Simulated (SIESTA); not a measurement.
Crystal: SiC (Moissanite).

```
Si C
1.0
     3.07600    0.00000    0.00000
    -1.53800    2.66389    0.00000
     0.00000    0.00000    5.04800
Si C
2 2
Direct
  0.66667 0.33333 0.50000
  0.33333 0.66667 0.00000
  0.66667 0.33333 0.88500
  0.33333 0.66667 0.38500
```

Base run:

| Quantity | Value |
| --- | --- |
| Program | SIESTA 5.4.2 |
| Functional | PBE |
| Potentials or basis | PseudoDojo 0.4 standard (PBE files) |
| Basis | TZP (energy shift 0.002 Ry) |
| Grid cutoff | 500 Ry |
| Energy shift | 0.002 Ry |
| k mesh | 10 × 10 × 5 |
| Occupations | fermi-dirac, width 0.05 eV |
| Spin | no spin polarisation |

Its results: band gap on the k mesh 2.47 eV, indirect (least direct gap 4.07 eV); pressure 6.3 GPa; largest force 0.812 eV/Å.

**Question.** After a change of settings the same cell gave: band gap on the k mesh 3.04 eV, indirect (least direct gap 4.51 eV); pressure 13.6 GPa; largest force 0.997 eV/Å. Which change was it?
A. potentials or basis from PseudoDojo 0.4 standard (PBE files) to SG15 1.2 (PBE files) or PseudoDojo by element; basis from TZP (energy shift 0.002 Ry) to DZP (energy shift 0.002 Ry)
B. basis from TZP (energy shift 0.002 Ry) to DZP (energy shift 0.003 Ry); energy shift from 0.002 Ry to 0.003 Ry
C. basis from TZP (energy shift 0.002 Ry) to DZ (energy shift 0.01 Ry); energy shift from 0.002 Ry to 0.01 Ry
D. basis from TZP (energy shift 0.002 Ry) to TZ (energy shift 0.002 Ry)

**Answer.** D.

Caveats: the basis of atomic orbitals isn't converged, which shifts pressures, moduli and gaps; the mesh misses the band edges, which the band path finds closer together (some runs); the basis has no polarisation orbitals (some runs).

Not every run made on this cell is shown here.
